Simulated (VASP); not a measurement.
Write the native input for VASP 6.6.1 that does the following.

```yaml
Task: Born charges and dielectric tensor
Functional: LDA
Potentials_or_basis: VASP PAW LDA potentials, release 64 (Ba_sv, Ti_sv, O)
Cutoff: 600 eV
k_mesh: 6 × 6 × 6
Occupations: gaussian, width 0.02 eV
Spin: no spin polarisation
Further_INCAR_settings: ALGO = Normal; EDIFF = 1e-08; IBRION = 8; NSW = 1
```

The structure of BaTiO3 lies in POSCAR:

```
BaTiO3
1.0
    2.8279900000      1.6327400000      2.3174400000
   -2.8279900000      1.6327400000      2.3174400000
    0.0000000000     -3.2654800000      2.3174400000
Ba Ti O
1 1 3
Direct
    0.0002100000      0.0002100000      0.0002100000
    0.5121600000      0.5121600000      0.5121600000
    0.4886600000      0.9814000000      0.4886600000
    0.4886600000      0.4886600000      0.9814000000
    0.9814000000      0.4886600000      0.4886600000
```

The cell is a database's computed one.

The input as run:

INCAR

```
ALGO = Normal ; EDIFF = 1E-8
ENCUT = 600 ; GGA = CA
IBRION = 8 ; ISIF = 2
ISMEAR = 0 ; LASPH = True
LCHARG = False ; LEPSILON = True
LREAL = False ; LWAVE = False
NELM = 80 ; NSW = 1
PREC = Accurate ; SIGMA = 0.02
```

KPOINTS

```
k-points
0
Gamma
  6 6 6
```

Potentials or basis: VASP PAW LDA potentials, release 64 (Ba_sv, Ti_sv, O).

Launch:

```bash
$ cat potpaw_LDA.64/Ba_sv/POTCAR potpaw_LDA.64/Ti_sv/POTCAR potpaw_LDA.64/O/POTCAR > POTCAR
$ mpirun -np 1 vasp_std > vasp.out
```

Results of the run:

- Band gap on the k mesh: 2.23 eV, indirect (least direct gap 2.61 eV)
- Electronic dielectric tensor (diagonal): 6.14, 6.14, 5.66
- Born charges (mean of the diagonal): Ba +2.76; Ti +6.24; O -3.00 e
- Highest phonon frequency at Γ, LO-TO splitting left out: 511 cm⁻¹

Caveat: spin-orbit coupling is left out, which moves the levels of the heavy elements.

Wall time 49 min on 1 thread of Intel(R) Xeon(R) 6975P-C (Granite Rapids) (shared host), peak memory 0.69 GiB.
